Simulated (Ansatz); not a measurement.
# InAs3: the cost of one run

Computed with Ansatz 0.2.0 (DFT PBE, scalar-relativistic, plane waves, PAW, unless a step's input says otherwise).

### Step 1. The starting structure

Symmetry: P6/mmm, No. 191, hexagonal system. Conventional cell: a = 4.629 Å, b = 4.629 Å, c = 4.885 Å, α = 90.00°, β = 90.00°, γ = 120.00°. In (site symmetry 6/mmm) is surrounded by 8 As at 2.44 to 2.67 Å. Around As (site symmetry 6/mmm) lie 2 In at 2.44 Å. As (site symmetry -6m2) is surrounded by 3 In at 2.67 Å and 3 As at 2.67 Å.

As a file:

```cif
data_structure
_symmetry_space_group_name_H-M 'P 1'
_symmetry_Int_Tables_number 1
_cell_length_a 4.6290
_cell_length_b 4.6290
_cell_length_c 4.8855
_cell_angle_alpha 90.000
_cell_angle_beta 90.000
_cell_angle_gamma 120.000
_cell_volume 90.66
loop_
_atom_site_label
_atom_site_type_symbol
_atom_site_fract_x
_atom_site_fract_y
_atom_site_fract_z
_atom_site_occupancy
In1 In 0.00000 0.00000 0.00000 1
As1 As 0.00000 0.00000 0.50000 1
As2 As 0.33333 0.66667 0.00000 1
As3 As 0.66667 0.33333 0.00000 1
```

This is candidate A: anti-Li3N type (P6/mmm, No. 191).

(A quick probe on a coarse mesh, which set the mesh and smearing, is not shown.)

### Step 3. Coarse relaxation (candidate A)

Contents of input.yaml:

```yaml
crystal:
  lattice:
    - [4.6290275664, 0.0, 0.0]
    - [-2.3145137832, 4.0088554674, 0.0]
    - [0.0, 0.0, 4.8854582372]
  atoms:
    - { symbol: In, position: [0.0, 0.0, 0.0] }
    - { symbol: As, position: [0.0, 0.0, 0.5] }
    - { symbol: As, position: [0.3333333333, 0.6666666667, 0.0] }
    - { symbol: As, position: [0.6666666667, 0.3333333333, 0.0] }
basis:
  ecutwfc: 420
kpoints:
  mp_grid: { grid: [6, 6, 4] }
hamiltonian:
  xc: pbe
scf:
  occupations: { method: gaussian, width: 0.1 }
  lower_state_search: "off"
output:
  forces: true
  stress: true
  eigenvalues: true
relax:
  adjacent_minimum: "off"
  f_tol: 0.04
  max_steps: 70
  cell: { stress_tol: 0.4 }
```

Launch:

```sh
ansatz run input.yaml --threads 1 --pin off --max-ram 2560MiB --backend cpu --events-out ev --progress --plain --runs-dir out
```

What time and memory should one allow on 1 thread of Intel Xeon Platinum 8259CL at 2.50GHz (Skylake/Cascade Lake), shared host?

About 27 s, with a peak of 0.47 GiB.
